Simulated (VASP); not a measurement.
# B (P1) in VASP: a series of runs

One crystal, B, is run at these levels: LDA; tasks: single point.

Program: VASP 6.6.1. These are calculated values, not measurements. Logs are shortened: lines on timing, memory, paths and dates and some standing lists are left out, and cuts for length are marked.

**1. The crystal as given**

The typed cell holds 15 atoms: a = 5.150 Å, b = 5.150 Å, c = 5.150 Å, α = 65.64°, β = 65.64°, γ = 65.64°.

**2. Single point, LDA**

Contents of INCAR:

```
SYSTEM = B
ALGO = Fast
EDIFF = 1E-7
ENCUT = 520
GGA = CA
ISIF = 2
ISMEAR = -1
LASPH = .True.
LCHARG = .True.
LELF = .True.
LREAL = .False.
LVHAR = .True.
LWAVE = .False.
NBANDS = 36
NELM = 80
PREC = Accurate
SIGMA = 0.05
```

Contents of KPOINTS:

```
k-points
0
Gamma
  3 3 3
  0 0 0
```

Contents of POSCAR:

```
B
1.0
    2.7911422500      1.6114667300      4.0167684200
   -2.7911422500      1.6114667300      4.0167684200
    0.0000000000     -3.2229334600      4.0167684200
B
15
Direct
    0.4794849429      0.5169588481      0.4958625542
    0.7982603592      0.3041214453      0.8167415289
    0.8002102086      0.8144799937      0.3212227473
    0.3016293591      0.8113020567      0.8013218335
    0.2027449816      0.6981335631      0.1895415497
    0.6917473694      0.1919140126      0.2016892144
    0.1981476636      0.1957626185      0.6700288234
    0.0026402333      0.3350847729      0.0169899913
    0.0092489196     -0.0014273546      0.3169882979
    0.3324975740     -0.0046934094      0.0124636471
    1.0033233520      0.6716154285      1.0024535597
    0.6819570888      0.9800425769      1.0034731423
    0.9991213891      0.9755349883      0.6642231625
    0.6285128059      0.6132645684      0.6366649980
    0.3851072938      0.3735209979      0.3403800500
```

Potentials or basis: VASP PAW LDA potentials, release 64 (B).

The run is started by

```bash
cat potpaw_LDA.64/B/POTCAR > POTCAR
mpirun -np 1 vasp_std > vasp.out
```

OUTCAR:

```text
SYSTEM = B
   EDIFF = 1E-7
   ENCUT = 520
   GGA = CA
   ISIF = 2
   ISMEAR = -1
   LASPH = .True.
   LREAL = .False.
   NELM = 80
   PREC = Accurate

 ion  position               nearest neighbor table
   1  0.479  0.517  0.496-  14 1.56  15 1.59
   2  0.798  0.304  0.817-  14 1.57   6 1.73  12 1.76   7 1.80   8 1.83  13 1.88
   3  0.800  0.814  0.321-  14 1.64   9 1.69   6 1.69  12 1.74   5 1.81  11 1.81
   4  0.302  0.811  0.801-  14 1.65  11 1.71  13 1.72   7 1.73   5 1.74  10 1.80
   5  0.203  0.698  0.190-  15 1.59  10 1.68   9 1.69   4 1.74  11 1.74   3 1.81
   6  0.692  0.192  0.202-  15 1.51   3 1.69   2 1.73   9 1.73   8 1.78  12 1.80
   7  0.198  0.196  0.670-  15 1.66   4 1.73   2 1.80  13 1.83  10 1.89   8 1.92
   8  0.003  0.335  0.017-  11 1.71   6 1.78   9 1.78   2 1.83  10 1.87   7 1.92
   9  0.009  0.999  0.317-   5 1.69   3 1.69  13 1.72   6 1.73  10 1.75   8 1.78
  10  0.332  0.995  0.012-   5 1.68  12 1.75   9 1.75   4 1.80   8 1.87   7 1.89
  11  0.003  0.672  0.002-   8 1.71   4 1.71   5 1.74  12 1.76  13 1.80   3 1.81
  12  0.682  0.980  0.003-   3 1.74  10 1.75  11 1.76   2 1.76   6 1.80  13 1.84
  13  0.999  0.976  0.664-   9 1.72   4 1.72  11 1.80   7 1.83  12 1.84   2 1.88
  14  0.629  0.613  0.637-   1 1.56   2 1.57   3 1.64   4 1.65
  15  0.385  0.374  0.340-   6 1.51   5 1.59   1 1.59   7 1.66

  LATTYP: Found a trigonal (rhomboedric) cell.
 ALAT       =     5.1499251083
 COS(alpha) =     0.4125213201

  Lattice vectors:

 A1 = (   2.7911422500,   1.6114667300,   4.0167684200)
 A2 = (  -2.7911422500,   1.6114667300,   4.0167684200)
 A3 = (   0.0000000000,  -3.2229334600,   4.0167684200)

Analysis of symmetry for initial positions (statically):
=====================================================================
 Subroutine PRICEL returns:
 Original cell was already a primitive cell.

 Routine SETGRP: Setting up the symmetry group for a
 trigonal (rhombohedral) supercell.

 Subroutine GETGRP returns: Found  1 space group operations
 (whereof  1 operations were pure point group operations)
 out of a pool of 12 trial point group operations.

The static configuration has the point symmetry C_1 .

Analysis of symmetry for dynamics (positions and initial velocities):
=====================================================================
 Subroutine PRICEL returns:
 Original cell was already a primitive cell.

 Routine SETGRP: Setting up the symmetry group for a
 trigonal (rhombohedral) supercell.
[... 137 lines left out ...]
   IALGO  =     68    algorithm
   IMIX   =      4    mixing-type and parameters
     AMIX     =   0.40;   BMIX     =  1.00
     AMIX_MAG =   1.60;   BMIX_MAG =  1.00
  volume/ion in A,a.u.               =       7.23        48.77
  Fermi-wavevector in a.u.,A,eV,Ry     =   1.221242  2.307814 20.292179  1.491433
  Thomas-Fermi vector in A             =   2.356432
   LORBIT       =      0    0 simple, 1 ext, 2 COOP (PROOUT), +10 PAW based schemes
   GGA     = CA    functional components
   LHFCALC =     F    Hartree Fock is set to
   AEXX    =    0.0000 exact exchange contribution
   IVDW    =     0    specifies the selected vdW correction
   LEPSILON=     F    determine dielectric tensor
   LRPA    =     F    only Hartree local field effects (RPA)
 non-spin polarized calculation
 RMM-DIIS sequential band-by-band and
  energy-cutoff  :      520.00
  volume of cell :      108.40
 maximum number of plane-waves:      2961
 NGX is ok and might be reduce to    40
   NGX = 19   NGY = 19   NGZ = 19

 number of electron      45.0000000 magnetization

 Free energy of the ion-electron system (eV)
  ---------------------------------------------------
  ext. energy  EPLUGINS =         0.00000000
  ---------------------------------------------------
  free energy    TOTEN  =      -107.12411638 eV

  energy without entropy =     -107.08508083  energy(sigma->0) =     -107.10459861

 E-fermi :   4.9915     XC(G=0): -11.6871

 val. band max:        4.9260397842   @ k =   0.0000   0.3333   0.0000
 cond. band min:       5.0077394189   @ k =   0.3333   0.3333   0.3333
 fundamental gap:      0.0816996347
 Fermi energy:         4.9915232118

 k-point     1 :       0.0000    0.0000    0.0000
  band No.  band energies     occupation
      1     -10.0655      2.00000
      2      -5.3273      2.00000
      3      -5.2642      2.00000
      4      -5.0647      2.00000
      5      -4.6860      2.00000
      6      -2.8989      2.00000
[... 507 lines left out ...]
     33      13.7412      0.00000
     34      13.9145      0.00000
 [bands above 34 left out]

------------------------ aborting loop because EDIFF is reached ----------------------------------------

  FORCE on cell =-STRESS in cart. coord.  units (eV):
  Direction    XX          YY          ZZ          XY          YZ          ZX
  --------------------------------------------------------------------------------------
  -------------------------------------------------------------------------------------
  Total       16.4382709     11.0116324     -1.2208885     -2.2009383      2.4853029     -1.2905068
  in kB      242.9603235    162.7537222    -18.0449306    -32.5302264     36.7331826    -19.0739010
  external PRESSURE =     129.2230383 kB  Pullay stress =       0.0000000 kB

 VOLUME and BASIS-vectors are now :
 -----------------------------------------------------------------------------
  energy-cutoff  :      520.00
  volume of cell :      108.40
      direct lattice vectors                 reciprocal lattice vectors
     2.791142250  1.611466730  4.016768420     0.179138129  0.103425447  0.082985450
    -2.791142250  1.611466730  4.016768420    -0.179138129  0.103425447  0.082985450
     0.000000000 -3.222933460  4.016768420     0.000000000 -0.206850894  0.082985450

 POSITION                                       TOTAL-FORCE (eV/Angst)
 -----------------------------------------------------------------------------------
     -0.10460      0.00760      5.99425        -0.701644     -0.224079     -0.725702
      1.37921     -0.85585      7.70867         1.407958      0.364293      0.001714
     -0.03983      1.56674      7.77611         1.006337      0.462989     -0.946358
     -1.42257     -0.78916      7.68911         0.089338      0.218678      0.208391
     -1.38270      0.84086      4.37996        -0.814957     -0.057339     -0.013009
      1.39511      0.77396      4.35960         2.718889      1.635796     -0.133242
      0.00666     -1.52468      4.27360        -0.093103     -1.456365      1.015618
     -0.92790      0.48947      1.42481         0.680012      0.779682     -0.721745
     -2.76134      0.60244      5.32145        -0.533505     -0.771317      1.624485
     -1.84999      2.09954      5.38355        -0.523610      1.645799      0.246379
     -1.86530      1.07973      2.72093         0.437773     -0.789360     -1.338949
     -0.83200      2.66706      6.68982        -0.903035      0.166054     -0.567754
      0.06583      1.04135     10.59977        -0.901052     -0.183767      1.292981
      0.04256     -0.05085      7.54527        -0.268642      0.735459      0.828724
      0.03234      0.12548      4.41446        -1.600759     -2.526523     -0.771533
 -----------------------------------------------------------------------------------
    total drift:                               -0.000007     -0.000050     -0.000012

  FREE ENERGIE OF THE ION-ELECTRON SYSTEM (eV)
  ---------------------------------------------------
  free  energy   TOTEN  =      -107.1241163830 eV

  energy  without entropy=     -107.0850808319  energy(sigma->0) =     -107.10459861
```

OSZICAR:

```text
N       E                     dE             d eps       ncg     rms          rms(c)
DAV:   1     0.885788825980E+02    0.88579E+02   -0.20572E+04  1008   0.113E+03
DAV:   2    -0.107131219401E+03   -0.19571E+03   -0.18504E+03  1292   0.229E+02
DAV:   3    -0.114851540729E+03   -0.77203E+01   -0.76135E+01  1320   0.398E+01
DAV:   4    -0.114928510144E+03   -0.76969E-01   -0.76823E-01  1248   0.417E+00
DAV:   5    -0.114929496044E+03   -0.98590E-03   -0.98525E-03  1304   0.441E-01    0.131E+01
RMM:   6    -0.108470829853E+03    0.64587E+01   -0.69547E+00  1018   0.921E+00    0.653E+00
RMM:   7    -0.107240702277E+03    0.12301E+01   -0.30993E+00  1057   0.628E+00    0.243E+00
RMM:   8    -0.107132833348E+03    0.10787E+00   -0.33005E-01  1168   0.230E+00    0.881E-01
RMM:   9    -0.107125061259E+03    0.77721E-02   -0.38790E-02  1235   0.783E-01    0.395E-01
RMM:  10    -0.107124153769E+03    0.90749E-03   -0.83128E-03  1233   0.362E-01    0.128E-01
RMM:  11    -0.107124101313E+03    0.52457E-04   -0.13884E-03  1226   0.150E-01    0.407E-02
RMM:  12    -0.107124110880E+03   -0.95669E-05   -0.21870E-04  1242   0.567E-02    0.132E-02
RMM:  13    -0.107124115041E+03   -0.41611E-05   -0.52216E-05  1260   0.244E-02    0.439E-03
RMM:  14    -0.107124116070E+03   -0.10297E-05   -0.11519E-05  1251   0.104E-02    0.141E-03
RMM:  15    -0.107124116326E+03   -0.25515E-06   -0.26902E-06  1211   0.472E-03    0.507E-04
RMM:  16    -0.107124116383E+03   -0.57520E-07   -0.59029E-07   936   0.207E-03
   1 F= -.10712412E+03 E0= -.10710460E+03  d E =-.390356E-01
```

stdout:

```text
POSCAR found type information on POSCAR B
 POSCAR found :  1 types and      15 ions
 scaLAPACK will be used
 LDA part: xc-table for (Slater(with rela. corr.)+CA(PZ))
 , standard interpolation
 POSCAR, INCAR and KPOINTS ok, starting setup
 FFT: planning ... GRIDC
 FFT: planning ... GRID_SOFT
 FFT: planning ... GRID
 WAVECAR not read
 entering main loop
```

It took 56 s on 1 thread of AMD EPYC 9R14 (Zen 4), shared host; peak memory 0.17 GiB.

What came out:

| Property | Result |
| --- | --- |
| Free energy | -107.1241 eV |
| Pressure | 12.9 GPa |
| Largest force | 3.176 eV/Å |
| Band gap on the k mesh | none (metal or under the smearing width) |

Forces in eV/Å, atoms in the order of the input:
```
B   -0.702 -0.224 -0.726
B    1.408  0.364  0.002
B    1.006  0.463 -0.946
B    0.089  0.219  0.208
B   -0.815 -0.057 -0.013
B    2.719  1.636 -0.133
B   -0.093 -1.456  1.016
B    0.680  0.780 -0.722
B   -0.534 -0.771  1.624
B   -0.524  1.646  0.246
B    0.438 -0.789 -1.339
B   -0.903  0.166 -0.568
B   -0.901 -0.184  1.293
B   -0.269  0.735  0.829
B   -1.601 -2.527 -0.772
```

Stress tensor (GPa, compression positive):
```
24.30 -3.25 -1.91
-3.25 16.28  3.67
-1.91  3.67 -1.80
```

Caveat: the k mesh is coarse (spacing up to 0.47 Å⁻¹), so the values aren't converged; forces of over 1 eV/Å show positions far from the minimum, so gaps and moduli don't describe the material at rest.

**3. Single point, LDA**

Contents of INCAR:

```
PREC = Accurate
ENCUT = 520
EDIFF = 1E-6
ISMEAR = -1
SIGMA = 0.05
LREAL = False
LASPH = True
NELM = 80
ALGO = Fast
ISIF = 2
LWAVE = False
LCHARG = False
GGA = CA
NBANDS = 36
```

Contents of KPOINTS:

```
Automatic mesh
0
Gamma
  3 3 3
```

Contents of POSCAR:

```
B
1.0
    2.7911422500      1.6114667300      4.0167684200
   -2.7911422500      1.6114667300      4.0167684200
    0.0000000000     -3.2229334600      4.0167684200
B
15
Direct
    0.4534537826      0.5302477905      0.4960001121
    0.8076407078      0.2809541873      0.8232755931
    0.8025550291      0.8154665888      0.3167142661
    0.2891921459      0.8164064074      0.7927710321
    0.2097512333      0.7182391114      0.1801937811
    0.7152248215      0.1805301101      0.1956950953
    0.1978399269      0.1991143155      0.6682373625
    0.0104129605      0.3260084842      0.0189724567
    0.0073609635     -0.0031702088      0.3194435363
    0.3466123177     -0.0030782078      0.0036937743
    1.0111208921      0.6614511466      1.0117144007
    0.6800866686      0.9754084137      1.0079228402
    1.0016233006      0.9661933614      0.6667218260
    0.6437195011      0.6156134452      0.6563266575
    0.3643488780      0.3566724509      0.3233044976
```

Potentials or basis: VASP PAW LDA potentials, release 64 (B).

The run is started by

```bash
cat potpaw_LDA.64/B/POTCAR > POTCAR
mpirun -np 1 vasp_std > vasp.out
```

Wall time 51 s (1 thread of AMD EPYC 9R14 (Zen 4), shared host); peak memory 0.16 GiB.

Results (log left out):

```
Free energy            : -106.6805 eV
Pressure               : 9.8 GPa
Largest force          : 2.960 eV/Å
Band gap on the k mesh : none (metal or under the smearing width)
```

Forces on the atoms (eV/Å):
```
B   -0.169 -0.050 -0.553
B   -0.254  1.572  0.658
B    1.638 -0.999 -0.505
B    1.944  0.432  1.739
B    1.579 -1.649 -1.655
B   -1.407  0.140 -0.913
B    0.086 -1.384  0.508
B    0.514  1.102 -0.407
B   -0.037 -0.710  2.520
B   -1.233  1.483 -0.069
B    0.207 -0.859 -1.469
B   -0.229  0.344 -0.357
B   -1.722 -0.029  0.755
B   -0.425  1.326 -2.612
B   -0.492 -0.718  2.360
```

Stress tensor (GPa, compression positive):
```
 22.63  -4.96  -0.73
 -4.96  18.75   7.86
 -0.73   7.86 -12.03
```

Levels at points of the mesh, in eV from the Fermi level:
```tsv
k point	band 20	band 21	band 22	band 23	band 24	band 25	band 26	band 27
(0.00, 0.00, 0.00)	-0.82	-0.58	0.24	0.70	1.96	4.28	4.54	5.57
```

Caveat: the k mesh is coarse (spacing up to 0.47 Å⁻¹), so the values aren't converged; forces of over 1 eV/Å show positions far from the minimum, so gaps and moduli don't describe the material at rest.
